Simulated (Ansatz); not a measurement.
# SiGe: equal strain of all cell vectors

The task here is to estimate one member of a computed series from the others.

Program: Ansatz 0.2.0. Level of theory: DFT PBEsol, scalar-relativistic, plane waves, PAW. These are calculated values, not measurements.

2 further runs of the same task are left out: 2 set aside as unsound or not needed.

### The starting structure

Symmetry: P6_3mc, No. 186, hexagonal system. The conventional cell has a = 3.901 Å, b = 3.901 Å, c = 6.443 Å, α = 90.00°, β = 90.00°, γ = 120.00°. Si (site symmetry 3m) is surrounded by 4 Ge at 2.39 to 2.41 Å. Ge (site symmetry 3m) has 4 Si at 2.39 to 2.41 Å as nearest neighbours.

Structure file:

```cif
data_structure
_symmetry_space_group_name_H-M 'P6_3mc'
_symmetry_Int_Tables_number 186
_cell_length_a 3.9006
_cell_length_b 3.9006
_cell_length_c 6.4434
_cell_angle_alpha 90.000
_cell_angle_beta 90.000
_cell_angle_gamma 120.000
_cell_volume 84.90
loop_
_atom_site_label
_atom_site_type_symbol
_atom_site_symmetry_multiplicity
_atom_site_Wyckoff_symbol
_atom_site_fract_x
_atom_site_fract_y
_atom_site_fract_z
_atom_site_occupancy
Si1 Si 2 b 0.66667 0.33333 0.87455 1
Ge1 Ge 2 b 0.66667 0.33333 0.50045 1
```

It goes back to an entry of the Materials Project, which need not be the stable form.

It is the result of an earlier relaxation at this level (volume 21.22 Å³/atom; gap on the mesh: 0.35 eV).

Set-up of the first run:

File input.yaml:

```yaml
crystal:
  lattice:
    - [3.9005969071, 0.0, 0.0]
    - [-1.9502984535, 3.3780160114, 0.0]
    - [0.0, 0.0, 6.443392775]
  atoms:
    - { symbol: Si, position: [0.6666666667, 0.3333333333, 0.8745463427] }
    - { symbol: Si, position: [0.3333333333, 0.6666666667, 0.3745463427] }
    - { symbol: Ge, position: [0.6666666667, 0.3333333333, 0.5004526573] }
    - { symbol: Ge, position: [0.3333333333, 0.6666666667, 0.0004526573] }
basis:
  ecutwfc: 420
kpoints:
  mp_grid: { grid: [12, 12, 6] }
hamiltonian:
  xc: pbesol
scf:
  occupations: { method: gaussian, width: 0.02 }
output:
  forces: true
  stress: true
  eigenvalues: true
```

Launch:

```console
> ansatz run input.yaml --threads 1 --pin off --max-ram 2560MiB --backend cpu --events-out ev --progress --plain --runs-dir out
```

Among the steps run: Zero strain; Seeking the band edges; At -1.0 %; Seeking the band edges at -1.0 %; Strain +1.0 %; Seeking the band edges at +1.0 %; The cell strained by -2.0 %; Seeking the band edges at -2.0 %; Strain +2.0 %; The gap over the whole zone at +2.0 %; Strain -3.0 %; The gap over the whole zone at -3.0 %; The cell strained by +3.0 %; The gap over the whole zone at +3.0 %.

One table of the session follows, with a row left open; its other results are not shown here.

Lengths are those of the vectors of the cell that was run; stresses in GPa:

```
strain (%)  ΔE (meV/atom)  a (Å)  b (Å)  c (Å)
      -3.0           48.4  3.784  3.784  6.250
      -2.0              ?      ?      ?      ?
      -1.0            5.0  3.862  3.862  6.379
      +0.0            0.0  3.901  3.901  6.443
      +1.0            4.7  3.940  3.940  6.508
      +2.0           18.0  3.979  3.979  6.572
      +3.0           39.1  4.018  4.018  6.637
```

**Question.** Estimate the row for strain (%) = -2.0.

Worked estimate for «ΔE (meV/atom)». A straight line through the neighbours (-3.0, 48.4) and (-1.0, 5.0) gives 48.4 + (5.0 − 48.4) × (-2.0 + 3.0) / (-1.0 + 3.0) = 26.7; a parabola fitted to 3 rows on both sides gives 21.1.

As computed: ΔE (meV/atom): 20.7; a (Å): 3.823; b (Å): 3.823; c (Å): 6.315. In «ΔE (meV/atom)» the line misses by +6.0 and the parabola by +0.4.

ΔE is over the unstrained cell. Stress in GPa, positive in compression, on the Cartesian axes of the input.

To keep in mind: Warnings in the runs' records: stress scf threshold loose.
